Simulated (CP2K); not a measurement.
# BaTiO3 (P4mm) in CP2K: settings compared, part 2 of 2

CP2K 2026.2. Earlier steps stand in the parts before.

## 3. Band structure, PBEsol

batio3_bands.inp reads:

```
&GLOBAL
  PROJECT batio3_bands
  RUN_TYPE ENERGY_FORCE
  PRINT_LEVEL LOW
&END GLOBAL
&FORCE_EVAL
  METHOD QS
  STRESS_TENSOR ANALYTICAL
  &DFT
    BASIS_SET_FILE_NAME BASIS_MOLOPT_UZH
    POTENTIAL_FILE_NAME POTENTIAL_UZH
    &MGRID
      CUTOFF 600
      REL_CUTOFF 60
      NGRIDS 5
    &END MGRID
    &QS
      METHOD GPW
      EPS_DEFAULT 1.0E-10
    &END QS
    &KPOINTS
      SCHEME MONKHORST-PACK 7 7 7
      GAMMA_CENTERED T
      SYMMETRY T
      SYMMETRY_BACKEND SPGLIB
    &END KPOINTS
    &SCF
      SCF_GUESS ATOMIC
      EPS_SCF 1.0E-6
      MAX_SCF 100
      ADDED_MOS 19
      CHOLESKY OFF
      EPS_EIGVAL 1.0E-7
      &DIAGONALIZATION ON
        ALGORITHM STANDARD
      &END DIAGONALIZATION
      &MIXING ON
        METHOD BROYDEN_MIXING
        ALPHA 0.4
        BETA 1.5
        NBUFFER 8
      &END MIXING
      &SMEAR ON
        METHOD FERMI_DIRAC
        ELECTRONIC_TEMPERATURE 300.56
      &END SMEAR
    &END SCF
    &XC
      &XC_FUNCTIONAL
        &GGA_X_PBE_SOL
        &END GGA_X_PBE_SOL
        &GGA_C_PBE_SOL
        &END GGA_C_PBE_SOL
      &END XC_FUNCTIONAL
    &END XC
    &PRINT
      &KPOINTS ON
      &END KPOINTS
      &MULLIKEN ON
      &END MULLIKEN
      &MO ON
        ENERGIES T
        OCCUPATION_NUMBERS T
        &EACH
          QS_SCF 0
        &END EACH
        ADD_LAST NUMERIC
      &END MO
      &BAND_STRUCTURE
        FILE_NAME bands.bs
        ADDED_MOS 6
        &KPOINT_SET
          UNITS B_VECTOR
          NPOINTS 8
          SPECIAL_POINT GAMMA 0.00000000 0.00000000 0.00000000
          SPECIAL_POINT X 0.00000000 0.50000000 0.00000000
          SPECIAL_POINT M 0.50000000 0.50000000 0.00000000
          SPECIAL_POINT GAMMA 0.00000000 0.00000000 0.00000000
          SPECIAL_POINT Z 0.00000000 0.00000000 0.50000000
          SPECIAL_POINT R 0.00000000 0.50000000 0.50000000
          SPECIAL_POINT A 0.50000000 0.50000000 0.50000000
          SPECIAL_POINT Z 0.00000000 0.00000000 0.50000000
        &END KPOINT_SET
        &KPOINT_SET
          UNITS B_VECTOR
          NPOINTS 8
          SPECIAL_POINT X 0.00000000 0.50000000 0.00000000
          SPECIAL_POINT R 0.00000000 0.50000000 0.50000000
        &END KPOINT_SET
        &KPOINT_SET
          UNITS B_VECTOR
          NPOINTS 8
          SPECIAL_POINT M 0.50000000 0.50000000 0.00000000
          SPECIAL_POINT A 0.50000000 0.50000000 0.50000000
        &END KPOINT_SET
      &END BAND_STRUCTURE
    &END PRINT
  &END DFT
  &SUBSYS
    &CELL
      A 3.9998000000 0.0000000000 0.0000000000
      B 0.0000000000 3.9998000000 0.0000000000
      C 0.0000000000 0.0000000000 4.0180000000
      PERIODIC XYZ
    &END CELL
    &COORD
      SCALED
      Ba  0.0000000000 0.0000000000 0.0000000000
      Ti  0.5000000000 0.5000000000 0.4900000000
      O   0.0000000000 0.5000000000 0.5170000000
      O   0.5000000000 0.0000000000 0.5170000000
      O   0.5000000000 0.5000000000 0.0190000000
    &END COORD
    &KIND Ba
      BASIS_SET TZVP-MOLOPT-PBE-GTH-q10
      POTENTIAL GTH-PBE-q10
    &END KIND
    &KIND Ti
      BASIS_SET TZVP-MOLOPT-PBE-GTH-q12
      POTENTIAL GTH-PBE-q12
    &END KIND
    &KIND O
      BASIS_SET TZVP-MOLOPT-PBE-GTH-q6
      POTENTIAL GTH-PBE-q6
    &END KIND
    &PRINT
      &ATOMIC_COORDINATES ON
      &END ATOMIC_COORDINATES
      &CELL ON
      &END CELL
      &SYMMETRY ON
      &END SYMMETRY
    &END PRINT
  &END SUBSYS
  &PRINT
    &FORCES ON
    &END FORCES
    &STRESS_TENSOR ON
    &END STRESS_TENSOR
  &END PRINT
&END FORCE_EVAL
```

Potentials or basis: POTENTIAL_UZH Ba GTH-PBE-q10, Ti GTH-PBE-q12, O GTH-PBE-q6; TZVP-MOLOPT-PBE-GTH basis.

Launch:

```bash
$ OMP_NUM_THREADS=1 mpirun -n 2 cp2k.psmp -i batio3_bands.inp -o batio3_bands.out
```

It took 87 s on 2 MPI ranks of Arm Neoverse V1, shared host.

Results (log left out):

```yaml
Free_energy: -3582.9941 eV
Pressure: -1.6 GPa
Band_gap_along_the_path: 1.73 eV, indirect (least direct gap 2.01 eV)
Mulliken_charges: Ba +1.62; Ti +1.24; O -0.96, -0.94 e
```

Stress tensor (GPa, compression positive):
```
-1.88  0.00  0.00
 0.00 -1.88  0.00
 0.00  0.00 -0.96
```

Levels at the corners of the path, in eV from the valence-band top:
```csv
point,band 16,band 17,band 18,band 19,band 20,band 21,band 22,band 23,band 24,band 25
Γ,-1.27,-1.18,-0.29,-0.28,-0.28,1.73,1.95,1.95,4.01,4.10
X,-1.99,-1.86,-1.76,-0.96,-0.85,2.08,3.51,3.54,4.07,5.90
M,-2.77,-1.80,-0.95,-0.95,-0.07,3.56,3.56,3.96,4.72,7.72
Γ,-1.27,-1.18,-0.29,-0.28,-0.28,1.73,1.95,1.95,4.01,4.10
Z,-1.98,-1.97,-1.97,-0.72,-0.72,1.88,3.57,3.57,4.01,6.03
R,-2.73,-1.76,-0.88,-0.87,-0.15,3.54,3.59,3.94,4.84,7.68
A,-2.41,-2.39,-0.08,-0.08,0.00,4.20,4.20,4.20,6.48,6.63
Z,-1.98,-1.97,-1.97,-0.72,-0.72,1.88,3.57,3.57,4.01,6.03
X,-1.99,-1.86,-1.76,-0.96,-0.85,2.08,3.51,3.54,4.07,5.90
R,-2.73,-1.76,-0.88,-0.87,-0.15,3.54,3.59,3.94,4.84,7.68
M,-2.77,-1.80,-0.95,-0.95,-0.07,3.56,3.56,3.96,4.72,7.72
A,-2.41,-2.39,-0.08,-0.08,0.00,4.20,4.20,4.20,6.48,6.63
```

Caveat: Mulliken charges move with the basis; the potentials were made for another functional, which shifts forces and pressure; spin-orbit coupling is left out, which moves the levels of the heavy elements; the basis of atomic orbitals isn't converged, which shifts pressures, moduli and gaps.

## 4. Band structure, r2SCAN

Edit batio3_bands.inp of step 3 so:

```diff
@@ -12,3 +12,3 @@
     &MGRID
-      CUTOFF 600
+      CUTOFF 850
       REL_CUTOFF 60
@@ -18,3 +18,3 @@
       METHOD GPW
-      EPS_DEFAULT 1.0E-10
+      EPS_DEFAULT 1.0E-9
     &END QS
@@ -44,3 +44,3 @@
         METHOD FERMI_DIRAC
-        ELECTRONIC_TEMPERATURE 300.56
+        ELECTRONIC_TEMPERATURE [K] 1160.452
       &END SMEAR
@@ -49,6 +49,6 @@
       &XC_FUNCTIONAL
-        &GGA_X_PBE_SOL
-        &END GGA_X_PBE_SOL
-        &GGA_C_PBE_SOL
-        &END GGA_C_PBE_SOL
+        &MGGA_X_R2SCAN
+        &END MGGA_X_R2SCAN
+        &MGGA_C_R2SCAN
+        &END MGGA_C_R2SCAN
       &END XC_FUNCTIONAL
@@ -68,5 +68,10 @@
       &END MO
+      &LOWDIN ON
+      &END LOWDIN
+      &HIRSHFELD ON
+        SHAPE_FUNCTION DENSITY
+      &END HIRSHFELD
       &BAND_STRUCTURE
         FILE_NAME bands.bs
-        ADDED_MOS 6
+        ADDED_MOS 2
         &KPOINT_SET
@@ -114,12 +119,12 @@
     &KIND Ba
-      BASIS_SET TZVP-MOLOPT-PBE-GTH-q10
-      POTENTIAL GTH-PBE-q10
+      BASIS_SET TZVP-MOLOPT-SCAN-GTH-q10
+      POTENTIAL GTH-SCAN-q10
     &END KIND
     &KIND Ti
-      BASIS_SET TZVP-MOLOPT-PBE-GTH-q12
-      POTENTIAL GTH-PBE-q12
+      BASIS_SET TZVP-MOLOPT-SCAN-GTH-q12
+      POTENTIAL GTH-SCAN-q12
     &END KIND
     &KIND O
-      BASIS_SET TZVP-MOLOPT-PBE-GTH-q6
-      POTENTIAL GTH-PBE-q6
+      BASIS_SET TZVP-MOLOPT-SCAN-GTH-q6
+      POTENTIAL GTH-SCAN-q6
     &END KIND
@@ -130,4 +135,2 @@
       &END CELL
-      &SYMMETRY ON
-      &END SYMMETRY
     &END PRINT
```

Potentials or basis: POTENTIAL_UZH Ba GTH-SCAN-q10, Ti GTH-SCAN-q12, O GTH-SCAN-q6; TZVP-MOLOPT-SCAN-GTH basis.

Launch:

```bash
$ OMP_NUM_THREADS=1 mpirun -n 2 cp2k.psmp -i batio3_bands.inp -o batio3_bands.out
```

It took 2 min on 2 MPI ranks of Arm Neoverse V1, shared host.

The run converged. Its results:

```
Free energy             : -3585.7589 eV
Pressure                : 1.7 GPa
Band gap along the path : 2.10 eV, indirect (least direct gap 2.40 eV)
Mulliken charges        : Ba +1.33; Ti +1.79; O -1.05, -1.03 e
Hirshfeld charges       : Ba +0.41; Ti +0.58; O -0.34, -0.33 e
```

Stress tensor (GPa, compression positive):
```
1.38 0.00 0.00
0.00 1.38 0.00
0.00 0.00 2.25
```

Levels at the corners of the path, in eV from the valence-band top:
```
point  band 18  band 19  band 20  band 21  band 22  band 23
    Γ    -0.33    -0.31    -0.31     2.10     2.30     2.30
    X    -1.73    -0.99    -0.89     2.44     3.80     3.83
    M    -1.00    -1.00    -0.08     3.84     3.84     4.29
    Γ    -0.33    -0.31    -0.31     2.10     2.30     2.30
    Z    -1.95    -0.74    -0.74     2.25     3.86     3.86
    R    -0.92    -0.90    -0.17     3.82     3.87     4.28
    A    -0.09    -0.09     0.00     4.50     4.50     4.51
    Z    -1.95    -0.74    -0.74     2.25     3.86     3.86
    X    -1.73    -0.99    -0.89     2.44     3.80     3.83
    R    -0.92    -0.90    -0.17     3.82     3.87     4.28
    M    -1.00    -1.00    -0.08     3.84     3.84     4.29
    A    -0.09    -0.09     0.00     4.50     4.50     4.51
```

Caveat: Mulliken charges move with the basis; spin-orbit coupling is left out, which moves the levels of the heavy elements; the basis of atomic orbitals isn't converged, which shifts pressures, moduli and gaps.

## 5. Overview

```tsv
level	potentials or basis	smearing	EPS_DEFAULT	bands added on the path	CUTOFF of the grids	pressure (GPa)
LDA	GTH_POTENTIALS Ba GTH-PADE-q10, Ti GTH-PADE-q12, O GTH-PADE-q6; TZVP-MOLOPT-PBE-GTH basis	fermi-dirac 0.05 eV	1.0E-10	4	600 Ry	-7.4
PBEsol	POTENTIAL_UZH Ba GTH-PBE-q10, Ti GTH-PBE-q12, O GTH-PBE-q6; TZVP-MOLOPT-PBE-GTH basis	fermi-dirac 0.0259 eV	1.0E-10	6	600 Ry	-1.6
r2SCAN	POTENTIAL_UZH Ba GTH-SCAN-q10, Ti GTH-SCAN-q12, O GTH-SCAN-q6; TZVP-MOLOPT-SCAN-GTH basis	fermi-dirac 0.1 eV	1.0E-9	2	850 Ry	1.7
```

Alike in all rows: task band structure; no spin polarisation; cell as given; k mesh 7 × 7 × 7.

Caveats: spin-orbit coupling is left out, which moves the levels of the heavy elements; the basis of atomic orbitals isn't converged, which shifts pressures, moduli and gaps; the potentials were made for another functional, which shifts forces and pressure (some runs).

Absolute energies hang on the potentials; compare differences alone.
